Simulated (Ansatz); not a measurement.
BeS (NiAs type): the band gap by level of theory

All numbers come from Ansatz. All values are calculated for a non-magnetic cell, which may be hypothetical.

The cell is BeS (NiAs type); cell and atoms were relaxed with r2SCAN. Space group P6_3/mmc (No. 194), hexagonal; conventional cell a = 3.300 Å, c = 5.255 Å, 12.39 Å³ an atom. Around Be lie 6 S at 2.31 Å; around S lie 6 Be at 2.31 Å.

```xyz
4
Lattice="3.3002 0.0000 0.0000 -1.6501 2.8581 0.0000 0.0000 0.0000 5.2552" Properties=species:S:1:pos:R:3 pbc="T T T"
Be    0.0000    0.0000    0.0000
Be    0.0000    0.0000    2.6276
S     0.0000    1.9054    1.3138
S     1.6501    0.9527    3.9414
```

Relaxed lattice by functional, symmetry kept:

| functional | k mesh | a (Å) | c (Å) | volume (Å³/atom) |
| --- | --- | --- | --- | --- |
| PBE | 12×12×6 | 3.300 | 5.247 | 12.37 |
| r2SCAN | 12×12×4 | 3.300 | 5.255 | 12.39 |
| PBEsol | 12×12×4 | 3.271 | 5.207 | 12.06 |
| LDA | 12×12×4 | 3.247 | 5.166 | 11.79 |
| HSE06 | 6×6×4 | 3.284 | 5.224 | 12.20 |

On this one geometry the levels give:

| level | k mesh | gap (eV) | kind | edges | least direct gap (eV) |
| --- | --- | --- | --- | --- | --- |
| LDA | 12×12×6 | 1.45 | indirect | Γ → K | 3.33 |
| PBE | 12×12×6 | 1.46 | indirect | Γ → K | 3.45 |
| r2SCAN | 12×12×6 | 1.81 | indirect | Γ → K | 4.04 |
| HSE06 | 6×6×4 | 2.26 | indirect | Γ → K | 4.43 |
| DDH-PBE0 | 6×6×4 | 2.12 | indirect | Γ → K | 4.18 |
| PBE0 | 6×6×4 | 2.98 | indirect | Γ → K | 5.14 |
| r2SCAN0 | 6×6×4 | 3.22 | indirect | Γ → K | 5.49 |
| LC-ωPBE | 6×6×4 alone | 7.09 | indirect | Γ → K | 9.40 |
| G0W0@PBE (147 empty bands, 120 eV, 6×6×4) | 6×6×4 | 2.16 | – | Γ → K (mesh) | – |
| G0W0@PBE (367 empty bands, 220 eV, 6×6×4) | 6×6×4 | 2.29 | – | Γ → K (mesh) | – |

PBE: smearing of 0.02 eV; the others have fixed occupations.
Wave cutoffs: 420 eV, 500 eV (r2SCAN, r2SCAN0).
A mesh marked alone had no extra points solved.
The G0W0 gap is PBE's gap over the path plus the quasiparticle shift read on the mesh. G0W0 here is at a finite number of bands, screening cutoff and k mesh, not at the basis limit.

With HSE06 the valence top lies at Γ and the conduction bottom at K, 2.26 eV higher; the smallest vertical gap, at Γ, is 4.43 eV.

Taking G0W0@PBE (367 empty bands, 220 eV, 6×6×4), 2.29 eV, as the yardstick (a computed one, not at the basis limit), HSE06 comes nearest, -0.03 eV off, at about 8 times r2SCAN's rough cost; G0W0 itself took about 100 times r2SCAN's rough cost. The others: DDH-PBE0 -0.17, r2SCAN -0.48, PBE0 +0.69, PBE -0.83, LDA -0.84, r2SCAN0 +0.93, LC-ωPBE +4.80 eV. The yardstick still moved by +0.13 eV in its last step of bands and cutoff, so this order can change. r2SCAN covers 43 % of the step from PBE to HSE06, while HSE06 needs about 8 times r2SCAN's rough cost (on a coarser mesh). All these functionals give a gap of the same kind, indirect.

r2SCAN (ground state on 9×9×4): ε∞: 7.91 along x and y, 8.51 along z. Born charges, averaged over directions: Be +2.74, S -2.74 e. PBE (ground state on 9×9×4): ε∞: 8.78 along x and y, 9.62 along z. Born charges, averaged over directions: Be +2.74, S -2.74 e.

On the PBEsol cell (a = 3.271 Å, c = 5.207 Å), with PBEsol: 2 optical levels at Γ are imaginary (177i, 14i cm⁻¹, printed negative): the cell isn't a minimum and would distort. The program warns that the force constants, and all that is formed from them, aren't settled on this k mesh. The clamped-ion dielectric constant comes out as 9.00 along x and y, 9.93 along z. Born charges, averaged over directions: Be +2.70, S -2.70 e.
